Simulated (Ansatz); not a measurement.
The cell is built from the sc type as a first guess.

Lu: DFT, PBE, PAW with Ansatz's default frozen-core files, scalar-relativistic (Ansatz 0.2.0).

The relaxation starts from this cell:

```
CELL_PARAMETERS angstrom
3.21951 0.00000 0.00000
0.00000 3.21951 0.00000
0.00000 0.00000 3.21951
ATOMIC_POSITIONS crystal
Lu 0.00000 0.00000 0.00000
```

Output:

```
Engine: ansatz 0.2.0
Pseudopotentials: kind: paw
Pseudopotential: Lu, paw, valence charge 25, recommended cutoff 420 eV (normal)
Functional definition: PBE
  parameter kappa = 0.804
  parameter beta = 0.06672455060314922
  exchange = pbe_x(kappa = kappa, mu = beta*pi^2/3)
  correlation = pbe_c(beta = beta)
Crystal: 1 atoms, lattice volume = 33.371 Å³
Basis set: ecut = 420 eV, 619 PW (Γ), exchange–correlation on 48×48×48 points (8 copies of the dense FFT grid, shifted against one another)
Bands: 17, of which v1, the nominal top of the filled ones, is band 13 counted from 1 (12 counted from 0)
Symmetry: 48 space group operations
Space group: Pm-3m (ITA 221), of the structure as read, at distance tolerance 3.2e-5 Å
k-points: 84 of 2197
Non-local potential: Lu, projectors of the file, l = 0: 3, l = 1: 2, l = 2: 2, l = 3: 3
PAW form: soft (Blöchl's): semilocal exchange-correlation on the pseudo side does not see the compensation charge
PAW one-centre angular grid: Lu, 590 points (default); XC on 64 Gauss nodes
Initial density: superposition of atomic densities (neutral atoms: chi_scale 0, normalization atom), corrected by the library's trained network
Initial wavefunctions: pseudopotential atomic-orbital guess
Functional: x = pbe(κ = 0.804, μ = 0.2195149727645171), c = pbe(β = 0.06672455060314922)
SCF iter   1: F=—  HF=-14731.575095 eV  |F-HF|=—  |Δ(HF+E_count)|=         —  Δρ=2.16e-3  dr2=2.57e-3  ethr=1.77e-3  ⟨swp⟩=5.1  Hψ=8015  notcnv=0
preconditioner: auto → none  [metal: Δε(μ)=0.021 eV  Ē_g=13.575 eV  σ=0.030 eV  W_gap=0.17  n_scr=6 (ndim 8)  ℏωp=30.8 eV  f_vac=0.000  D(μ)=2.34/eV (n_scr^D=26)  sad-step TF]
SCF iter   2: F=—  HF=-14731.572538 eV  |F-HF|=—  |Δ(HF+E_count)|=   2.56e-3  Δρ=2.10e-3  dr2=1.32e-3  ethr=1.03e-5  ⟨swp⟩=3.2  Hψ=4816  notcnv=0  defer=3
SCF iter   3: F=—  HF=-14731.570823 eV  |F-HF|=—  |Δ(HF+E_count)|=   1.72e-3  Δρ=7.56e-4  dr2=1.96e-4  ethr=5.29e-6  ⟨swp⟩=3.0  Hψ=3175  notcnv=0  defer=3
SCF iter   4: F=—  HF=-14731.570671 eV  |F-HF|=—  |Δ(HF+E_count)|=   1.52e-4  Δρ=9.99e-5  dr2=2.26e-6  ethr=7.84e-7  ⟨swp⟩=2.2  Hψ=2677  notcnv=0  defer=3
SCF iter   5: F=—  HF=-14731.570671 eV  |F-HF|=—  |Δ(HF+E_count)|=   4.38e-7  Δρ=6.84e-5  dr2=1.08e-6  ethr=9.04e-9  ⟨swp⟩=3.1  Hψ=3110  notcnv=0  defer=3
SCF iter   6: F=—  HF=-14731.570670 eV  |F-HF|=—  |Δ(HF+E_count)|=   1.02e-6  Δρ=1.18e-5  dr2=1.44e-8  ethr=4.00e-10  ⟨swp⟩=5.4  Hψ=8907  notcnv=0
SCF iter   7: F=-14731.570670 eV  HF=-14731.570670 eV  |F-HF|=9.68e-10  |Δ(HF+E_count)|=   3.89e-8  Δρ=2.35e-6  dr2=6.72e-10  ethr=5.77e-11  ⟨swp⟩=6.0  Hψ=6405  notcnv=0
SCF 1 converged in 7 iterations: F = -14731.570670 eV  dr2 = 6.72e-10
  greatest PAW one-centre occupation: 0.998 electrons in one spin orbital (limit 2), on the Lu atom at site 0 (counted from 0), in its partial waves of l = 0
relax step   1: F+E_penalty+E_count = -14731.57067030 eV  Δ(F+E_penalty+E_count) = +0.000e0 eV  max|allowed force component| = 0.000e0 eV/Å  Δτ_max = 0.0000 Å  P = -0.456 GPa  Ω = 33.371 Å³  (7 SCF iters, dr2 threshold 1.00e-7 eV, accepted)
Crystal: 1 atoms, lattice volume = 32.961 Å³
Initial density: handed on by an earlier stage of this run
Initial wavefunctions: those handed on with the density
iter 1 solved again at ethr=8.53e-7 eV; its pass at ethr=3.10e-3 eV (dr2=2.13e-4 eV) is discarded
SCF iter   1: F=—  HF=-14731.571485 eV  |F-HF|=—  |Δ(HF+E_count)|=         —  Δρ=3.42e-4  dr2=2.01e-5  ethr=8.53e-7  ⟨swp⟩=3.8  Hψ=10429  notcnv=0
preconditioner: auto → none  [metal: Δε(μ)=0.019 eV  Ē_g=13.556 eV  σ=0.030 eV  W_gap=0.16  n_scr=6 (ndim 8)  ℏωp=31.0 eV  f_vac=0.000  D(μ)=2.26/eV (n_scr^D=26)]
SCF iter   2: F=—  HF=-14731.571477 eV  |F-HF|=—  |Δ(HF+E_count)|=   7.59e-6  Δρ=8.25e-5  dr2=2.92e-6  ethr=8.03e-8  ⟨swp⟩=2.8  Hψ=2663  notcnv=0
SCF iter   3: F=—  HF=-14731.571476 eV  |F-HF|=—  |Δ(HF+E_count)|=   1.94e-6  Δρ=8.68e-5  dr2=1.11e-6  ethr=1.17e-8  ⟨swp⟩=3.0  Hψ=2970  notcnv=0
SCF iter   4: F=—  HF=-14731.571475 eV  |F-HF|=—  |Δ(HF+E_count)|=   3.60e-7  Δρ=3.44e-5  dr2=1.78e-7  ethr=4.44e-9  ⟨swp⟩=2.0  Hψ=2374  notcnv=0
SCF iter   5: F=-14731.571475 eV  HF=-14731.571475 eV  |F-HF|=8.95e-9  |Δ(HF+E_count)|=   3.74e-8  Δρ=8.10e-6  dr2=9.37e-9  ethr=4.00e-10  ⟨swp⟩=6.0  Hψ=6816  notcnv=0
SCF 2 converged in 5 iterations: F = -14731.571475 eV  dr2 = 9.37e-9
relax step   2: F+E_penalty+E_count = -14731.57147514 eV  Δ(F+E_penalty+E_count) = -8.048e-4 eV  max|allowed force component| = 0.000e0 eV/Å  Δτ_max = 0.0000 Å  P = -0.095 GPa  Ω = 32.961 Å³  energy of the carried Pulay correction = +9.561e-5 eV  (5 SCF iters, dr2 threshold 1.00e-7 eV, accepted)
Crystal: 1 atoms, lattice volume = 32.855 Å³
iter 1 solved again at ethr=9.22e-8 eV; its pass at ethr=3.10e-3 eV (dr2=2.31e-5 eV) is discarded
SCF iter   1: F=—  HF=-14731.571532 eV  |F-HF|=—  |Δ(HF+E_count)|=         —  Δρ=9.87e-5  dr2=1.65e-6  ethr=9.22e-8  ⟨swp⟩=3.4  Hψ=9847  notcnv=0
preconditioner: auto → none  [metal: Δε(μ)=0.023 eV  Ē_g=13.563 eV  σ=0.030 eV  W_gap=0.19  n_scr=6 (ndim 8)  ℏωp=31.1 eV  f_vac=0.000  D(μ)=2.25/eV (n_scr^D=26)]
SCF iter   2: F=—  HF=-14731.571531 eV  |F-HF|=—  |Δ(HF+E_count)|=   8.94e-7  Δρ=2.56e-5  dr2=2.78e-7  ethr=6.60e-9  ⟨swp⟩=2.7  Hψ=2912  notcnv=0
SCF iter   3: F=—  HF=-14731.571531 eV  |F-HF|=—  |Δ(HF+E_count)|=   2.03e-7  Δρ=2.50e-5  dr2=9.22e-8  ethr=1.11e-9  ⟨swp⟩=2.9  Hψ=2909  notcnv=0
SCF iter   4: F=-14731.571531 eV  HF=-14731.571531 eV  |F-HF|=9.43e-9  |Δ(HF+E_count)|=   2.15e-8  Δρ=9.23e-6  dr2=1.28e-8  ethr=9.00e-11  ⟨swp⟩=5.3  Hψ=8034  notcnv=0
SCF 3 converged in 4 iterations: F = -14731.571531 eV  dr2 = 1.28e-8
relax step   3: F+E_penalty+E_count = -14731.57153079 eV  Δ(F+E_penalty+E_count) = -5.565e-5 eV  max|allowed force component| = 0.000e0 eV/Å  Δτ_max = 0.0000 Å  P = +0.002 GPa  Ω = 32.855 Å³  energy of the carried Pulay correction = +1.205e-4 eV  (4 SCF iters, dr2 threshold 2.25e-8 eV, accepted)
Initial wavefunctions: pseudopotential atomic-orbital guess (no wavefunctions were taken with the density)
iter 1 solved again at ethr=1.14e-7 eV; its pass at ethr=3.10e-3 eV (dr2=2.84e-5 eV) is discarded
SCF iter   1: F=—  HF=-14731.571412 eV  |F-HF|=—  |Δ(HF+E_count)|=         —  Δρ=2.39e-5  dr2=3.66e-8  ethr=1.14e-7  ⟨swp⟩=5.3  Hψ=14221  notcnv=0
preconditioner: auto → none  [metal: Δε(μ)=0.023 eV  Ē_g=13.565 eV  σ=0.030 eV  W_gap=0.19  n_scr=6 (ndim 8)  ℏωp=31.1 eV  f_vac=0.000  D(μ)=2.25/eV (n_scr^D=26)]
SCF iter   2: F=—  HF=-14731.571414 eV  |F-HF|=—  |Δ(HF+E_count)|=   2.25e-6  Δρ=1.52e-5  dr2=3.07e-8  ethr=1.46e-10  ⟨swp⟩=3.8  Hψ=3878  notcnv=0
SCF iter   3: F=—  HF=-14731.571414 eV  |F-HF|=—  |Δ(HF+E_count)|=   1.01e-8  Δρ=8.01e-6  dr2=4.44e-9  ethr=1.23e-10  ⟨swp⟩=2.3  Hψ=2651  notcnv=0
SCF iter   4: F=—  HF=-14731.571414 eV  |F-HF|=—  |Δ(HF+E_count)|=   4.07e-9  Δρ=2.64e-6  dr2=4.47e-10  ethr=1.78e-11  ⟨swp⟩=2.0  Hψ=2491  notcnv=0
SCF iter   5: F=—  HF=-14731.571414 eV  |F-HF|=—  |Δ(HF+E_count)|=  8.51e-10  Δρ=5.04e-7  dr2=2.82e-11  ethr=1.79e-12  ⟨swp⟩=2.0  Hψ=2516  notcnv=0
SCF iter   6: F=-14731.571414 eV  HF=-14731.571414 eV  |F-HF|=9.09e-12  |Δ(HF+E_count)|=  9.09e-12  Δρ=1.43e-7  dr2=3.50e-12  ethr=1.00e-12  ⟨swp⟩=8.1  Hψ=8937  notcnv=0
SCF 4 converged in 6 iterations: F = -14731.571414 eV  dr2 = 3.50e-12
relax step   4: F+E_penalty+E_count = -14731.57141401 eV  Δ(F+E_penalty+E_count) = +1.168e-4 eV  max|allowed force component| = 0.000e0 eV/Å  Δτ_max = 0.0000 Å  P = -0.002 GPa  Ω = 32.855 Å³  stress off target by 1.70e-3 GPa  SCF on the basis re-selected at this cell (its energy is not comparable with the rows above)  (6 SCF iters)
basis re-selected at this cell: Δ(F+E_penalty+E_count) = +1.168e-4 eV, ΔP = -0.003 GPa vs the last step (what re-selecting the basis moved, of the pressure what is left beyond the Pulay correction that the steps carried, after the strain that the cell walked since its last selection, with what the two solves' SCF thresholds leave and, on support functions, any second-order correction that the steps lacked; it is no measure of the basis error at this ecutwfc). This SCF's stress stands 1.70e-3 GPa from its target on what of the cell is left free (relax.cell.stress_tol is 5.00e-2 GPa) and its largest allowed force component is 0.00e0 eV/Å (relax.f_tol is 5.00e-3 eV/Å): within both
SCF converged after 6 iterations
Free energy (F): -14731.571414 eV
Harris-Foulkes:  -14731.571414 eV  (|F-HF|=9.09e-12)
Internal energy: -14731.564794 eV  (E = F + TS)
E sigma→0 (E₀):  -14731.568104 eV
Entropy (-TS):   -0.006620 eV (-6.620 meV/atom)
Fermi energy:    11.937644 eV
--- Per-component energies (eV) ---
  E_band       = -59.476766
  E_kinetic    = 416.455474
  E_local      = -7146.963615  (includes V_loc(G=0)·N_el)
  E_nonlocal   = 577.765456
  E_hartree    = 2999.160648
  E_xc         = -216.889102
  E_vxc        = -256.569652  (∫ρ·V_xc dr)
  E_paw        = -7374.769506  (= ΣΔE_a)
  E_vpaw       = 351.514056  (= ΣTr[D̂ρ^β])
  E_aug_tail   = 0.000035  (compensation charges beyond the density's cutoff)
  E_ewald      = -3986.324184
  E_smearing   = -0.006620  (= −TS)
  E_closure    = -0.000000  (closes the sum)
  Σ components = -14731.571414   (vs F -14731.571414, Δ=0.00e0)
--- Forces (eV/Å), atoms counted from 1 ---
  atom   1  Lu    -0.00000000    -0.00000000     0.00000000
  max |Σ_I F_I| component: 1.64e-32 eV/Å
--- Stress (GPa, compression-positive) ---
       -0.001698       0.000000       0.000000
        0.000000      -0.001698      -0.000000
        0.000000      -0.000000      -0.001698
  P = ⅓ Tr σ = -0.0017 GPa (-0.017 kbar)
--- Relaxed structure (3 steps of the walk, 3 accepted, 1 SCFs on fresh bases) ---
  F+E_penalty+E_count = -14731.57141401 eV   max|allowed force component| = 0.000e0 eV/Å   (the final SCF, on the basis selected at the relaxed cell)
  cell:  # Å, volume = 32.8551 Å³
    - [3.202831412738354, 6.419766481290786e-35, -6.419766481290786e-35]
    - [6.419766481290786e-35, 3.202831412738354, 1.2839532962581572e-34]
    - [6.419766481290786e-35, 1.2839532962581572e-34, 3.202831412738354]
  atoms:
    - { symbol: Lu, position: [0.0, 0.0, 0.0] }
```
